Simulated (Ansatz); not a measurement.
(100) slab cut from the bulk of TiO2, P4_2/mnm (No. 136); the slab's formula is TiO2:

```xyz
18
Lattice="2.9390 0.0000 0.0000 0.0000 4.5912 0.0000 0.0000 0.0000 28.2739" Properties=species:S:1:pos:R:3 pbc="T T T"
O     1.4695    0.8979    7.5000
Ti    0.0000    0.0000    8.3979
O     1.4695    3.6934    9.2957
O     0.0000    1.3978    9.7956
Ti    1.4695    2.2956   10.6935
O     0.0000    3.1935   11.5914
O     1.4695    0.8979   12.0912
Ti    0.0000    0.0000   12.9891
O     1.4695    3.6934   13.8870
O     0.0000    1.3978   14.3869
Ti    1.4695    2.2956   15.2847
O     0.0000    3.1935   16.1826
O     1.4695    0.8979   16.6825
Ti    0.0000    0.0000   17.5804
O     1.4695    3.6934   18.4782
O     0.0000    1.3978   18.9781
Ti    1.4695    2.2956   19.8760
O     0.0000    3.1935   20.7739
```

All numbers below come from Ansatz, DFT PBEsol, scalar-relativistic, plane waves, PAW. Plane waves to 420 eV, a k mesh through Γ of 9×6×1 on the computed 18-atom cell and Gaussian smearing (0.05 eV); no spin polarisation. The cell repeats along c with a dipole correction in the vacuum.

**Question.** What forces act on the atoms?

**Answer.**
```
atom Fx (eV/Å) Fy (eV/Å) Fz (eV/Å)
  O1      0.000     -2.273      1.016
 Ti2      0.000      3.832     -0.543
  O3      0.000     -1.096     -0.054
  O4      0.000     -0.476     -0.360
 Ti5      0.000      0.126     -0.029
  O6      0.000     -0.090     -0.090
  O7      0.000     -0.055      0.049
 Ti8      0.000      0.055      0.009
  O9      0.000     -0.023      0.018
 O10      0.000     -0.023     -0.018
Ti11      0.000      0.055     -0.009
 O12      0.000     -0.055     -0.049
 O13      0.000     -0.090      0.090
Ti14      0.000      0.126      0.029
 O15      0.000     -0.476      0.360
 O16      0.000     -1.096      0.054
Ti17      0.000      3.832      0.543
 O18      0.000     -2.273     -1.016
```

Cost: 1 run of about 1.7 core-minutes, on Arm Neoverse V2 (shared hosts).